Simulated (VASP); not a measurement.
Crystal: PbS.

```
CELL_PARAMETERS angstrom
4.08970 0.00000 0.00000
-2.04485 3.54178 0.00000
0.00000 0.00000 3.78817
ATOMIC_POSITIONS crystal
Pb 0.00000 0.00000 0.00000
S 0.66667 0.33333 0.50000
```

Measurements of this composition are mostly on another form, of space group No. 225.

| Quantity | Value |
| --- | --- |
| Program | VASP 6.6.1 |
| Task | single point |
| Functional | PBE |
| Potentials or basis | VASP PAW PBE potentials, release 64 (Pb, S) |
| Cutoff | 900 eV |
| k mesh | 9 × 9 × 9 |
| Occupations | gaussian, width 0.02 eV |
| Spin | no spin polarisation |

On this cell: pressure -0.4 GPa; largest force under 0.003 eV/Å; band gap on the k mesh none (metal or under the smearing width).

The same run follows on a disturbed copy (grid = ENCUT=900 k=9x9x9 ISMEAR=0 SIGMA=0.02 PREC=Accurate EDIFF=1e-08 LREAL=False ADDGRID=False LASPH=True; atoms moved at random, drawn with an rms of 0.1 Å):

```
CELL_PARAMETERS angstrom
4.08970 0.00000 0.00000
-2.04485 3.54178 0.00000
0.00000 0.00000 3.78817
ATOMIC_POSITIONS crystal
Pb 0.05124 0.99755 0.97557
S 0.68106 0.34148 0.49708
```

What changes?

The energy (extrapolated to zero smearing) moves by +12.4 meV/atom; pressure 0.1 GPa; largest force 0.322 eV/Å; band gap on the k mesh none (metal or under the smearing width).

Forces in eV/Å, atoms in the order of the input:
```
Pb  -0.310  0.064 -0.060
S    0.310 -0.064  0.060
```

Stress tensor (GPa, compression positive):
```
-0.07  0.07 -0.36
 0.07  0.10  0.01
-0.36  0.01  0.28
```
